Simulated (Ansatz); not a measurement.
# Band structure of Sb

```
CELL_PARAMETERS angstrom
3.08334 0.00000 0.00000
0.00000 3.08334 0.00000
0.00000 0.00000 3.08334
ATOMIC_POSITIONS crystal
Sb 0.00000 0.00000 0.00000
```

Conventional cell: a = 3.083 Å, b = 3.083 Å, c = 3.083 Å, α = 90.00°, β = 90.00°, γ = 90.00°. Around Sb (atom 1) lie 6 Sb at 3.08 Å.

The cell is the one relaxed in the Materials Project (mp-133), not relaxed further here; entries there can be hypothetical.

No spin–orbit coupling, which matters for the heavy atoms here.

These are results of DFT, PBEsol, all-electron LAPW, scalar-relativistic in Ansatz 0.2.0, not measurements.

Numerical set-up: a Γ-centred 12×12×12 k mesh, Fermi–Dirac smearing of 0.05 eV, basis error target 0.5 meV/atom, no spin polarisation.

Points in fractions of the reciprocal vectors of this cell: Γ (0, 0, 0), X (0, 0.5, 0), M (0.5, 0.5, 0), R (0.5, 0.5, 0.5). The path joins them by straight lines in the order Γ–X–M–Γ–R–X–R–M; legs that retrace an earlier one aren't tabulated. Energies are in eV from the Fermi level.

(1) Is there a gap?

(2) List the levels between -20 and 4.5 eV at the symmetry points.

Answers

(1) none: with an odd electron count and no spin polarisation the bands can't all be full, a metal in this set-up (spin order or a larger cell could open a gap).

(2) 
Γ: -12.62, 3.21 (×3)
X: -10.13, -5.80
M: -7.49, -3.70 (×2), 1.98
R: -4.56, -1.73 (×3)
